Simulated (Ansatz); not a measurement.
The elements of this relaxed trial crystal are hidden behind letters.

```
lattice vectors (Å)
   3.7373    0.0000    0.0000
   0.0000    3.7373    0.0000
   0.0000    0.0000    9.7008
fractional positions
X 0.5000 0.0000 0.0000
X 0.0000 0.5000 0.5000
Z 0.5000 0.5000 0.8542
Z 0.5000 0.5000 0.6458
Z 0.5000 0.5000 0.1458
Z 0.5000 0.5000 0.3542
```

Computed with Ansatz 0.2.0, DFT PBE, scalar-relativistic, plane waves, PAW. Settings of the last relaxation (6-atom cell): 420 eV, 10×10×4 k points, Gaussian smearing of 0.10 eV, no spin polarisation.

```
Space group                                : P4_2/mmc (No. 131)
Conventional cell                          : a = 3.737 Å, c = 9.701 Å
Volume per atom                            : 22.58 Å³
Density                                    : 6.35 g/cm³
Formation energy                           : +0.04 eV/atom
Gap on the 10×10×4 mesh of the 6-atom cell : 0 eV (a metal)
```

Energies are uncorrected and count from the elements' standard states at the same level.

Question: X is a d-block element of period 6 and Z is a p-block element of period 3. Which elements are they?

Answer: X = Pt, Z = S, so the formula is PtS2. Density times volume gives a mean mass of 6.35 × 22.58/1.6605 = 86.3 u per atom, and this set has 86.4 u. Around Pt lie 4 S at 2.34 Å; S has 1 S at 2.02 Å and 2 Pt at 2.34 Å. Other sets within the hints have nearly the same mass, so mass alone doesn't settle it; this one was computed.

These runs have no spin–orbit coupling, which can matter for Pt. Symmetry constrained the relaxation, so the result can be a saddle point. Another cell of PtS2 relaxed alike, in P-3m1 (a cell as deposited in COD), lies 0.41 eV/atom lower, so this cell isn't the stable form at this level.
